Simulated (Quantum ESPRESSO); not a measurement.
# AlN (P6_3mc) in Quantum ESPRESSO: a series of runs

The runs below take AlN through phonons, with PBEsol, PBE.

All numbers are computed with Quantum ESPRESSO 7.5; they aren't measurements. Logs are shortened: lines on timing, memory, paths and dates and some standing lists are left out, and cuts for length are marked.

## (1) Starting point

Symmetry: P6_3mc, No. 186, hexagonal system. Conventional cell: a = 3.113 Å, b = 3.113 Å, c = 4.981 Å, α = 90.00°, β = 90.00°, γ = 120.00°. Al (site symmetry 3m) has 4 N at 1.89 Å as nearest neighbours. N (site symmetry 3m) has 4 Al at 1.89 Å as nearest neighbours.

## (2) Phonons, PBEsol

pw.in reads:

```
&CONTROL
  calculation = 'scf'
  prefix = 'pwscf'
  outdir = './tmp'
  pseudo_dir = './pseudo'
  tprnfor = .true.
  tstress = .true.
  disk_io = 'low'
/
&SYSTEM
  ibrav = 0
  nat = 4
  ntyp = 2
  ecutwfc = 45
  ecutrho = 360
  nbnd = 14
  occupations = 'smearing'
  smearing = 'fd'
  degauss = 0.00367493
/
&ELECTRONS
  conv_thr = 8d-10
  electron_maxstep = 120
  mixing_beta = 0.5
/
ATOMIC_SPECIES
Al    26.9815 al_pbesol_v1.uspp.F.UPF
N     14.0070 n_pbesol_v1.2.uspp.F.UPF
CELL_PARAMETERS angstrom
   3.1130000000    0.0000000000    0.0000000000
  -1.5565000000    2.6959370820    0.0000000000
   0.0000000000    0.0000000000    4.9810000000
ATOMIC_POSITIONS crystal
Al     0.6666666667    0.3333333333    0.5000000000
Al     0.3333333333    0.6666666667    0.0000000000
N      0.6666666667    0.3333333333    0.8800000000
N      0.3333333333    0.6666666667    0.3800000000
K_POINTS automatic
6 6 4 0 0 1
```

relax.in reads:

```
&CONTROL
  calculation = 'vc-relax'
  prefix = 'pwscf'
  outdir = './tmp'
  pseudo_dir = './pseudo'
  tprnfor = .true.
  tstress = .true.
  disk_io = 'low'
  nstep = 40
  forc_conv_thr = 0.0001
  etot_conv_thr = 1d-06
/
&SYSTEM
  ibrav = 0
  nat = 4
  ntyp = 2
  ecutwfc = 45
  ecutrho = 360
  nbnd = 14
  occupations = 'smearing'
  smearing = 'fd'
  degauss = 0.00367493
/
&ELECTRONS
  conv_thr = 8d-10
  electron_maxstep = 120
  mixing_beta = 0.5
/
&IONS
  ion_dynamics = 'bfgs'
/
&CELL
  cell_dynamics = 'bfgs'
  press = 0
  press_conv_thr = 0.2
/
ATOMIC_SPECIES
Al    26.9815 al_pbesol_v1.uspp.F.UPF
N     14.0070 n_pbesol_v1.2.uspp.F.UPF
CELL_PARAMETERS angstrom
   3.1130000000    0.0000000000    0.0000000000
  -1.5565000000    2.6959370820    0.0000000000
   0.0000000000    0.0000000000    4.9810000000
ATOMIC_POSITIONS crystal
Al     0.6666666667    0.3333333333    0.5000000000
Al     0.3333333333    0.6666666667    0.0000000000
N      0.6666666667    0.3333333333    0.8800000000
N      0.3333333333    0.6666666667    0.3800000000
K_POINTS automatic
6 6 4 0 0 1
```

scf2.in reads:

```
&CONTROL
  calculation = 'scf'
  prefix = 'pwscf'
  outdir = './tmp'
  pseudo_dir = './pseudo'
  tprnfor = .true.
  tstress = .true.
  disk_io = 'low'
/
&SYSTEM
  ibrav = 0
  nat = 4
  ntyp = 2
  ecutwfc = 45
  ecutrho = 360
  nbnd = 14
  occupations = 'fixed'
/
&ELECTRONS
  conv_thr = 1d-13
  electron_maxstep = 120
  mixing_beta = 0.5
  startingpot = 'file'
  startingwfc = 'file'
/
ATOMIC_SPECIES
Al    26.9815 al_pbesol_v1.uspp.F.UPF
N     14.0070 n_pbesol_v1.2.uspp.F.UPF
CELL_PARAMETERS angstrom
   3.1150536220    0.0000000000    0.0000000000
  -1.5575268110    2.6977155708    0.0000000000
   0.0000000000    0.0000000000    4.9883455842
ATOMIC_POSITIONS crystal
Al     0.6666666667    0.3333333333    0.4990904236
Al     0.3333333333    0.6666666667   -0.0009095764
N      0.6666666667    0.3333333333    0.8809095764
N      0.3333333333    0.6666666667    0.3809095764
K_POINTS automatic
6 6 4 0 0 1
```

ph.in reads:

```
phonons of AlN
&INPUTPH
  prefix = 'pwscf'
  outdir = './tmp'
  tr2_ph = 1d-16
  fildyn = 'dyn'
  niter_ph = 60
  alpha_mix(1) = 0.7
  epsil = .true.
/
0.0000000000 0.0000000000 0.0000000000
```

dynmat.in reads:

```
&INPUT
  fildyn = 'dyn'
  asr = 'crystal'
  lperm = .true.
  filout = 'dynmat.disp'
  fileig = 'dynmat.eig'
/
```

dynmat_lo.in reads:

```
&INPUT
  fildyn = 'dyn'
  asr = 'crystal'
  filout = 'dynmat_lo.disp'
  fileig = 'dynmat_lo.eig'
  q(1) = 0
  q(2) = 0
  q(3) = 1
/
```

Potentials or basis: GBRV 1.5 PBEsol.

On the command line:

```
OMP_NUM_THREADS=1 pw.x -in pw.in > pw.out
OMP_NUM_THREADS=1 pw.x -in relax.in > relax.out
OMP_NUM_THREADS=1 pw.x -in scf2.in > scf2.out
OMP_NUM_THREADS=1 ph.x -in ph.in > ph.out
OMP_NUM_THREADS=1 dynmat.x -in dynmat.in > dynmat.out
OMP_NUM_THREADS=1 dynmat.x -in dynmat_lo.in > dynmat_lo.out
```

pw.out:

```text
This program is part of the open-source Quantum ESPRESSO suite
     for quantum simulation of materials; please cite
[... 9 lines left out ...]
     --------------------
     sticks:   dense  smooth     PW     G-vecs:    dense   smooth      PW
     Sum         847     433    127                32547    11561    1961

     Using Slab Decomposition

     bravais-lattice index     =            0
     lattice parameter (alat)  =       5.8827  a.u.
     unit-cell volume          =     282.0993 (a.u.)^3
     number of atoms/cell      =            4
     number of atomic types    =            2
     number of electrons       =        16.00
     number of Kohn-Sham states=           14
     kinetic-energy cutoff     =      45.0000  Ry
     charge density cutoff     =     360.0000  Ry
     scf convergence threshold =      8.0E-10
     mixing beta               =       0.5000
     number of iterations used =            8  plain     mixing
     Exchange-correlation= SLA  PW   PSX  PSC
                           (   1   4  10   8   0   0   0)

     celldm(1)=   5.882717  celldm(2)=   0.000000  celldm(3)=   0.000000
     celldm(4)=   0.000000  celldm(5)=   0.000000  celldm(6)=   0.000000

     crystal axes: (cart. coord. in units of alat)
               a(1) = (   1.000000   0.000000   0.000000 )
               a(2) = (  -0.500000   0.866025   0.000000 )
               a(3) = (   0.000000   0.000000   1.600064 )

     reciprocal axes: (cart. coord. in units 2 pi/alat)
               b(1) = (  1.000000  0.577350 -0.000000 )
               b(2) = (  0.000000  1.154701  0.000000 )
               b(3) = (  0.000000 -0.000000  0.624975 )

     PseudoPot. # 1 for Al read from file:
     al_pbesol_v1.uspp.F.UPF
     Pseudo is Ultrasoft + core correction, Zval =  3.0
     Generated by new atomic code, or converted to UPF format
     Using radial grid of  893 points,  3 beta functions with:
                l(1) =   0
                l(2) =   1
                l(3) =   2
     Q(r) pseudized with  8 coefficients,  rinner =    0.900   0.900   0.900
                                                       0.900   0.900

     PseudoPot. # 2 for N  read from file:
     n_pbesol_v1.2.uspp.F.UPF
     Pseudo is Ultrasoft + core correction, Zval =  5.0
     Generated by new atomic code, or converted to UPF format
     Using radial grid of  729 points,  4 beta functions with:
                l(1) =   0
                l(2) =   0
                l(3) =   1
                l(4) =   1
     Q(r) pseudized with  8 coefficients,  rinner =    0.900   0.900   0.900

     atomic species   valence    mass     pseudopotential
     Al                3.00    26.98150     Al( 1.00)
     N                 5.00    14.00700     N ( 1.00)

     12 Sym. Ops. (no inversion) found ( 6 have fractional translation)

   Cartesian axes

     site n.     atom                  positions (alat units)
         1        Al     tau(   1) = (   0.5000000   0.2886751   0.8000321  )
         2        Al     tau(   2) = (  -0.0000000   0.5773503   0.0000000  )
         3        N      tau(   3) = (   0.5000000   0.2886751   1.4080565  )
         4        N      tau(   4) = (  -0.0000000   0.5773503   0.6080244  )

     number of k points=    14  Fermi-Dirac smearing, width (Ry)=  0.0037
                       cart. coord. in units 2pi/alat
        k(    1) = (   0.0000000   0.0000000   0.0781219), wk =   0.0277778
        k(    2) = (   0.0000000   0.0000000   0.2343656), wk =   0.0277778
        k(    3) = (   0.0000000   0.1924501   0.0781219), wk =   0.1666667
        k(    4) = (   0.0000000   0.1924501   0.2343656), wk =   0.1666667
        k(    5) = (   0.0000000   0.3849002   0.0781219), wk =   0.1666667
        k(    6) = (   0.0000000   0.3849002   0.2343656), wk =   0.1666667
        k(    7) = (   0.0000000  -0.5773503   0.0781219), wk =   0.0833333
        k(    8) = (   0.0000000  -0.5773503   0.2343656), wk =   0.0833333
        k(    9) = (   0.1666667   0.2886751   0.0781219), wk =   0.1666667
        k(   10) = (   0.1666667   0.2886751   0.2343656), wk =   0.1666667
        k(   11) = (   0.1666667   0.4811252   0.0781219), wk =   0.3333333
        k(   12) = (   0.1666667   0.4811252   0.2343656), wk =   0.3333333
        k(   13) = (   0.3333333   0.5773503   0.0781219), wk =   0.0555556
        k(   14) = (   0.3333333   0.5773503   0.2343656), wk =   0.0555556

     Dense  grid:    32547 G-vectors     FFT dimensions: (  36,  36,  60)

     Smooth grid:    11561 G-vectors     FFT dimensions: (  25,  25,  48)

     Initial potential from superposition of free atoms

     starting charge      15.9953, renormalised to      16.0000
     Starting wfcs are   16 randomized atomic wfcs

     Self-consistent Calculation

     iteration #  1     ecut=    45.00 Ry     beta= 0.50
     Davidson diagonalization with overlap
     ethr =  1.00E-02,  avg # of iterations =  3.8

     total energy              =     -53.60038069 Ry
     estimated scf accuracy    <       1.14623059 Ry

     iteration #  2     ecut=    45.00 Ry     beta= 0.50
     Davidson diagonalization with overlap
     ethr =  7.16E-03,  avg # of iterations =  2.0

     total energy              =     -53.92148483 Ry
     estimated scf accuracy    <       0.14822655 Ry

     iteration #  3     ecut=    45.00 Ry     beta= 0.50
     Davidson diagonalization with overlap
     ethr =  9.26E-04,  avg # of iterations =  1.4

     total energy              =     -53.94176021 Ry
     estimated scf accuracy    <       0.00805578 Ry

     iteration #  4     ecut=    45.00 Ry     beta= 0.50
     Davidson diagonalization with overlap
     ethr =  5.03E-05,  avg # of iterations =  5.3

     total energy              =     -53.94250046 Ry
     estimated scf accuracy    <       0.00212113 Ry

     iteration #  5     ecut=    45.00 Ry     beta= 0.50
     Davidson diagonalization with overlap
     ethr =  1.33E-05,  avg # of iterations =  2.1

     total energy              =     -53.94265724 Ry
     estimated scf accuracy    <       0.00015164 Ry

     iteration #  6     ecut=    45.00 Ry     beta= 0.50
     Davidson diagonalization with overlap
     ethr =  9.48E-07,  avg # of iterations =  3.7

     total energy              =     -53.94267770 Ry
     estimated scf accuracy    <       0.00000861 Ry

     iteration #  7     ecut=    45.00 Ry     beta= 0.50
     Davidson diagonalization with overlap
     ethr =  5.38E-08,  avg # of iterations =  2.0

     total energy              =     -53.94268016 Ry
     estimated scf accuracy    <       0.00000071 Ry

     iteration #  8     ecut=    45.00 Ry     beta= 0.50
     Davidson diagonalization with overlap
     ethr =  4.43E-09,  avg # of iterations =  1.4

     total energy              =     -53.94268028 Ry
     estimated scf accuracy    <          5.3E-09 Ry

     iteration #  9     ecut=    45.00 Ry     beta= 0.50
     Davidson diagonalization with overlap
     ethr =  3.34E-11,  avg # of iterations =  2.1

     total energy              =     -53.94268028 Ry
     estimated scf accuracy    <          4.2E-09 Ry

     iteration # 10     ecut=    45.00 Ry     beta= 0.50
     Davidson diagonalization with overlap
     ethr =  2.63E-11,  avg # of iterations =  1.9

     End of self-consistent calculation

          k = 0.0000 0.0000 0.0781 (  1442 PWs)   bands (ev):

    -8.1217  -6.0947   1.1376   6.1837   6.1837   6.6515   6.8076   6.8076
    11.4303  13.5691  17.3893  17.9715  17.9715  19.4227

          k = 0.0000 0.0000 0.2344 (  1448 PWs)   bands (ev):

    -7.6530  -6.8459   2.6161   4.7408   6.3599   6.3599   6.6183   6.6183
    12.8016  13.6407  16.9994  17.7275  18.0590  18.0590

          k = 0.0000 0.1925 0.0781 (  1437 PWs)   bands (ev):

    -7.7719  -5.8885   1.5174   4.7571   5.3815   5.7877   6.7064   6.7375
    12.5257  14.6234  15.9553  16.6461  18.8271  18.8855

          k = 0.0000 0.1925 0.2344 (  1438 PWs)   bands (ev):

    -7.3266  -6.5713   2.6968   4.2017   5.3255   6.0346   6.0902   6.4133
    13.2879  14.3346  15.8421  16.5432  18.3292  18.8299

          k = 0.0000 0.3849 0.0781 (  1435 PWs)   bands (ev):

    -6.8671  -5.5035   2.1114   2.9429   3.6054   5.1865   6.1736   6.4167
    12.8736  13.5416  15.2125  17.0958  18.3110  18.3744

          k = 0.0000 0.3849 0.2344 (  1444 PWs)   bands (ev):

    -6.5125  -5.9523   1.9920   2.5534   4.7007   5.5028   5.9673   6.0067
    12.4888  13.2297  15.9913  16.8647  18.1735  18.8883

          k = 0.0000-0.5774 0.0781 (  1428 PWs)   bands (ev):

    -6.1334  -5.4720   1.3956   2.5762   3.8393   4.9348   5.4048   6.2649
    12.3904  12.7144  15.5126  16.8570  17.9396  19.1254

          k = 0.0000-0.5774 0.2344 (  1448 PWs)   bands (ev):

    -5.9237  -5.6450   1.2009   1.6540   5.0548   5.2724   5.8158   5.9068
    11.8617  12.6101  15.8857  16.5962  18.2120  19.0786

          k = 0.1667 0.2887 0.0781 (  1441 PWs)   bands (ev):

    -7.1382  -5.5850   2.1555   3.5586   3.7740   5.1970   6.0567   6.4578
    13.6476  14.2856  15.5351  16.0468  17.9311  18.4928

          k = 0.1667 0.2887 0.2344 (  1440 PWs)   bands (ev):

    -6.7495  -6.1169   2.4648   3.1015   4.8488   5.0741   5.6712   6.2099
    13.4493  13.8779  16.1435  16.3118  18.0472  18.4756

          k = 0.1667 0.4811 0.0781 (  1435 PWs)   bands (ev):

    -6.2095  -5.4103   1.8981   2.7773   3.7237   4.2435   5.3922   5.7151
    12.6601  14.0799  15.5853  16.7949  17.7257  18.7755

          k = 0.1667 0.4811 0.2344 (  1437 PWs)   bands (ev):

    -5.9707  -5.6360   1.6875   2.0499   4.0464   4.7009   5.4826   6.2092
    12.8167  13.5966  15.8277  16.4942  17.7471  18.3788

          k = 0.3333 0.5774 0.0781 (  1428 PWs)   bands (ev):

    -5.6074  -5.6074   2.1703   2.9250   2.9250   4.3973   4.9041   4.9041
    12.1350  15.2349  16.2504  16.2504  18.4954  18.4954

          k = 0.3333 0.5774 0.2344 (  1425 PWs)   bands (ev):

    -5.5742  -5.5742   2.2175   2.2175   2.6754   3.5577   6.0015   6.0015
    13.5593  14.8378  14.9649  14.9649  18.7297  18.7297

     the Fermi energy is     9.2186 ev

!    total energy              =     -53.94268028 Ry
     estimated scf accuracy    <          8.1E-11 Ry
     smearing contrib. (-TS)   =       0.00000000 Ry
     internal energy E=F+TS    =     -53.94268028 Ry

     The total energy is F=E-TS. E is the sum of the following terms:
     one-electron contribution =      -2.13114247 Ry
     hartree contribution      =      11.26006673 Ry
     xc contribution           =     -19.58515625 Ry
     ewald contribution        =     -43.48644828 Ry

     convergence has been achieved in  10 iterations

     Forces acting on atoms (cartesian axes, Ry/au):

     atom    1 type  1   force =    -0.00000000   -0.00000000   -0.00502968
     atom    2 type  1   force =    -0.00000000   -0.00000000   -0.00502968
     atom    3 type  2   force =     0.00000000    0.00000000    0.00502968
     atom    4 type  2   force =     0.00000000    0.00000000    0.00502968

     Total force =     0.010059     Total SCF correction =     0.000000

     Computing stress (Cartesian axis) and pressure

          total   stress  (Ry/bohr**3)                   (kbar)     P=        5.97
   0.00000477   0.00000000   0.00000000            0.70        0.00        0.00
   0.00000000   0.00000477   0.00000000            0.00        0.70        0.00
   0.00000000   0.00000000   0.00011212            0.00        0.00       16.49

=------------------------------------------------------------------------------=
   JOB DONE.
=------------------------------------------------------------------------------=
```

Run time: 2 min. Hardware: 1 thread of Intel Xeon Platinum 8259CL at 2.50GHz (Skylake/Cascade Lake), shared host; peak memory 0.09 GiB.

What came out:

```yaml
Free_energy: -733.9291 eV
Relaxed_volume: 10.48 Å³/atom
Relaxed_cell: a = 3.115 Å, b = 3.115 Å, c = 4.988 Å, α = 90.00°, β = 90.00°, γ = 120.00°
Space_group_after_relaxing_to_0.05_Å: P6_3mc (No. 186)
Pressure_after_relaxing: 0.0 GPa
Electronic_dielectric_tensor_diagonal: 4.56, 4.56, 4.73
Born_charges_mean_of_the_diagonal: Al +2.58; N -2.59 e
Highest_phonon_frequency_at_Γ_LO-TO_splitting_left_out: 715 cm⁻¹
Static_dielectric_tensor_diagonal: 8.26, 8.26, 9.70
```

Step by step:
```tsv
step	energy change (eV)	largest force (eV/Å)	pressure (GPa)	volume (Å³)
1	0.0000	0.1293	0.60	41.80
2	-0.0014	0.0249	-0.02	41.93
3	-0.0014	0.0135	-0.02	41.93
4	-0.0015	0.0045	-0.01	41.92
5	-0.0015	0.0007	0.00	41.92
6	-0.0015	0.0000	0.00	41.92
```

Final structure:
```xyz
4
Lattice="3.1151 0.0000 0.0000 -1.5575 2.6977 0.0000 0.0000 0.0000 4.9883" Properties=species:S:1:pos:R:3 pbc="T T T"
Al    1.5575    0.8992    2.4896
Al    0.0000    1.7985   -0.0045
N     1.5575    0.8992    4.3943
N     0.0000    1.7985    1.9001
```

Phonon frequencies in cm⁻¹ (negative: imaginary):
```tsv
q point	frequencies
(0.000, 0.000, 0.000)	4 4 10 234 234 543 609 654 654 665 665 715
```

Electronic dielectric tensor:
```
4.56 0.00 0.00
0.00 4.56 0.00
0.00 0.00 4.73
```

Born effective charge tensors (e):
atom 1, Al
```
2.52 0.00 0.00
0.00 2.52 0.00
0.00 0.00 2.69
```
atom 2, Al
```
2.52 0.00 0.00
0.00 2.52 0.00
0.00 0.00 2.69
```
atom 3, N
```
-2.55  0.00  0.00
 0.00 -2.55  0.00
 0.00  0.00 -2.69
```
atom 4, N
```
-2.55  0.00  0.00
 0.00 -2.55  0.00
 0.00  0.00 -2.69
```

Optical modes at Γ, degenerate ones joined, polar ones without the macroscopic field:
| cm⁻¹ | components | symmetry | active in | IR intensity, summed ((D/Å)²/amu) |
| --- | --- | --- | --- | --- |
| 234 | 2 | E2 | Raman | 0.00 |
| 543 | 1 | B1 | silent | 0.00 |
| 609 | 1 | A1 | IR and Raman | 36.21 |
| 654 | 2 | E2 | Raman | 0.00 |
| 665 | 2 | E1 | IR and Raman | 64.32 |
| 715 | 1 | B1 | silent | 0.00 |

Zone-centre frequencies without and with the macroscopic field along z (cm⁻¹):
|  | optical modes in rising order |
| --- | --- |
| without | 234 234 543 609 654 654 665 665 715 |
| with the field | 234 234 543 654 654 665 665 715 872 |

Static dielectric tensor, electrons and zone-centre modes:
```
8.26 0.00 0.00
0.00 8.26 0.00
0.00 0.00 9.70
```

(Part 1 of 2 ends here.)
